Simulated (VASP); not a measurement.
The system is GePt.

```
CELL_PARAMETERS angstrom
5.73200 0.00000 0.00000
0.00000 3.70100 0.00000
0.00000 0.00000 6.08800
ATOMIC_POSITIONS crystal
Ge 0.80500 0.75000 0.59000
Ge 0.19500 0.25000 0.41000
Ge 0.69500 0.25000 0.09000
Ge 0.30500 0.75000 0.91000
Pt 0.99000 0.75000 0.19500
Pt 0.01000 0.25000 0.80500
Pt 0.51000 0.25000 0.69500
Pt 0.49000 0.75000 0.30500
```

- Program: VASP 6.6.1
- Task: relaxation of cell and atoms
- Functional: PBE
- Potentials or basis: VASP PAW PBE potentials, release 64 (Ge_d, Pt)
- Cutoff: 520 eV
- k mesh: 6 × 8 × 6
- Occupations: gaussian, width 0.1 eV
- Spin: no spin polarisation

At the start: pressure 7.9 GPa; volume 16.14 Å³/atom.

Question: How do energy, volume and symmetry change on relaxing?

Answer: Over 16 steps the energy falls by 25.5 meV/atom and the volume is 16.87 Å³/atom (+4.5 %); space group Pnma (No. 62, to 0.05 Å).

Step by step:
```
step  energy change (eV)  largest force (eV/Å)  pressure (GPa)  volume (Å³)
   1              0.0000                0.4400            7.91       129.15
   2              0.1350                0.3012           -9.18       144.63
   3             -0.1536                0.2487           -0.46       135.33
   4             -0.1536                0.2480           -0.30       135.20
   5             -0.1706                0.2039           -0.20       135.05
   6             -0.1920                0.1808            0.45       134.58
   7             -0.1992                0.0809           -0.90       135.73
   8             -0.1992                0.0893           -0.78       135.64
   9             -0.2035                0.0273            0.24       134.81
  10             -0.2036                0.0281            0.07       134.93
  11             -0.2037                0.0193           -0.05       135.02
  12             -0.2037                0.0139           -0.17       135.08
  13             -0.2037                0.0164           -0.06       135.05
  14             -0.2037                0.0151           -0.10       135.06
  15             -0.2038                0.0080            0.10       134.97
  16             -0.2038                0.0078           -0.03       134.98
```

Final structure:
```yaml
crystal:
  lattice:
    - [5.81892, 0.00000, 0.00000]
    - [0.00000, 3.74836, 0.00000]
    - [0.00000, 0.00000, 6.18851]
  atoms:
    - { symbol: Ge, position: [0.81358, 0.75000, 0.58787] }
    - { symbol: Ge, position: [0.18642, 0.25000, 0.41213] }
    - { symbol: Ge, position: [0.68642, 0.25000, 0.08787] }
    - { symbol: Ge, position: [0.31358, 0.75000, 0.91213] }
    - { symbol: Pt, position: [0.00245, 0.75000, 0.19243] }
    - { symbol: Pt, position: [0.99755, 0.25000, 0.80757] }
    - { symbol: Pt, position: [0.49755, 0.25000, 0.69243] }
    - { symbol: Pt, position: [0.50245, 0.75000, 0.30757] }
```
